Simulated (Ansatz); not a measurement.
**Li: stress in a strained cell**

Aim: deform Li (equal xy, yz and zx engineering shear strains of -1 %) and compute stress, forces and field gradients with LAPW, PAW and all-electron datasets made for the crystal.

Computed with Ansatz 0.2.0 (DFT PBE, scalar-relativistic, unless a step's input says otherwise).

## Step 1: Starting point

Symmetry: P6_3/mmc, No. 194, hexagonal system. The conventional cell has a = 3.111 Å, b = 3.111 Å, c = 5.093 Å, α = 90.00°, β = 90.00°, γ = 120.00°. Li (site symmetry -6m2) has 12 Li at 3.11 to 3.12 Å as nearest neighbours.

As a file:

```
Li
1.0
     3.11100    0.00000    0.00000
    -1.55550    2.69421    0.00000
     0.00000    0.00000    5.09300
Li
2
Direct
  0.33333 0.66667 0.25000
  0.66667 0.33333 0.75000
```

Atoms are numbered in the order of the input: Li1, Li2.

## Step 2: After the deformation

Space group P6_3/mmc before, P-1 after.

## Step 3: LAPW, all electrons

input.yaml

```yaml
crystal:
  lattice:
    - [3.1110021516, -0.0155550108, -0.0155550108]
    - [-1.5689721103, 2.7019843999, -0.0056935291]
    - [-0.025465, -0.025465, 5.093]
  atoms:
    - { symbol: Li, position: [0.3333333333, 0.6666666667, 0.25] }
    - { symbol: Li, position: [0.6666666667, 0.3333333333, 0.75] }
kpoints:
  mp_grid: { grid: [15, 15, 8] }
  band_path:
    path:
      - [0.0, 0.0, 0.0]
      - [0.0, 0.0, 0.5]
      - [-0.5, 0.5, 0.0]
      - [0.0, 0.0, 0.0]
      - [0.0, -0.5, 0.0]
      - [-0.5, 0.0, 0.5]
      - [0.0, 0.0, 0.0]
      - [-0.5, 0.0, 0.0]
      - [0.0, -0.5, 0.5]
    npoints: 5
scf:
  occupations: { method: fermi_dirac, width: 0.08 }
hamiltonian:
  xc: pbe
  pseudopotentials: { kind: all_electron, lapw: { basis_error: 0.0005 } }
output:
  forces: true
  stress: true
  eigenvalues: true
```

The run is started by

```console
$ ansatz run input.yaml --threads 1 --pin off --max-ram 3072MiB --backend cpu --events-out ev --progress --plain --runs-dir out
```

## Step 4: PAW on the default files

input.yaml

```yaml
crystal:
  lattice:
    - [3.1110021516, -0.0155550108, -0.0155550108]
    - [-1.5689721103, 2.7019843999, -0.0056935291]
    - [-0.025465, -0.025465, 5.093]
  atoms:
    - { symbol: Li, position: [0.3333333333, 0.6666666667, 0.25] }
    - { symbol: Li, position: [0.6666666667, 0.3333333333, 0.75] }
kpoints:
  mp_grid: { grid: [15, 15, 8] }
scf:
  occupations: { method: fermi_dirac, width: 0.08 }
hamiltonian:
  xc: pbe
  pseudopotentials: { kind: paw }
output:
  forces: true
  stress: true
  eigenvalues: true
  efg: { contact_densities: true }
```

## Step 5: Datasets made for this crystal

Edit input.yaml of step 4 so:

```diff
@@ -14,3 +14,3 @@
   xc: pbe
-  pseudopotentials: { kind: paw }
+  pseudopotentials: { kind: all_electron, datasets: crystal }
 output:
```

(Steps that only read results are left out.)

**Question.** What will these runs give? Wanted: pressure; largest shear or deviatoric stress.

The runs gave:

| quantity | value |
| --- | --- |
| pressure | LAPW -0.67, PAW -0.67, crystal datasets -0.67 GPa |
| largest shear or deviatoric stress (LAPW) | 0.06 GPa |

The largest part of the stress beyond the pressure is 0.06 GPa in size, in the xy component; the atoms are carried along and not relaxed. No run of the undeformed cell stands beside it, so the pressure holds what the given cell had before the change. PAW: stress within 0.01 GPa of LAPW. Crystal datasets: stress within 0.01 GPa of LAPW.
